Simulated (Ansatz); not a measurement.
# Bi under changes of volume

One of the cells (31.117 Å³/atom); the others are scaled copies at fixed shape and fractional positions:

```xyz
1
Lattice="-1.9814 1.9814 1.9814 1.9814 -1.9814 1.9814 1.9814 1.9814 -1.9814" Properties=species:S:1:pos:R:3 pbc="T T T"
Bi    0.0000    0.0000    0.0000
```

This isn't the form of Bi at room conditions, which is rhombohedral.

```yaml
Program: Ansatz 0.2.0
Functional: LDA
Potentials_or_basis: Ansatz PAW
Cutoff: "420 eV (not typed: the program's choice for these potentials)"
k_mesh: 9 × 9 × 9
Occupations: fermi-dirac, width 0.05 eV
Spin: no spin polarisation
```

| volume (Å³/atom) | energy over the lowest point (meV/atom) | pressure (GPa) |
| --- | --- | --- |
| 29.250 | 0.00 | 0.2 |
| 29.872 | 1.55 | -1.1 |
| 30.495 | 8.02 | -2.3 |
| 31.117 | 18.91 | -3.3 |
| 31.739 | ? | ? |
| 32.362 | 51.89 | -5.0 |
| 32.984 | 72.98 | -5.7 |

Q: What does the run at 31.739 Å³/atom give?

A: Energy over the lowest point 33.70 meV/atom; pressure -4.2 GPa.

Worked out: A Birch-Murnaghan fit of order 3 (a polynomial in V^(-2/3)) to the other rows has its minimum at 29.38 Å³/atom with B0 = V·E''(V) = 67 GPa and B' = 5.1. It gives 33.69 meV/atom at 31.739 Å³/atom, against the run's 33.70, and -dE/dV = -4.3 GPa, against -4.2.

Energies are extrapolated to zero smearing.

Caveats: the PAW data sets come from PBE, with cores solved anew for the run's functional, which leaves a small shift of forces and pressure.
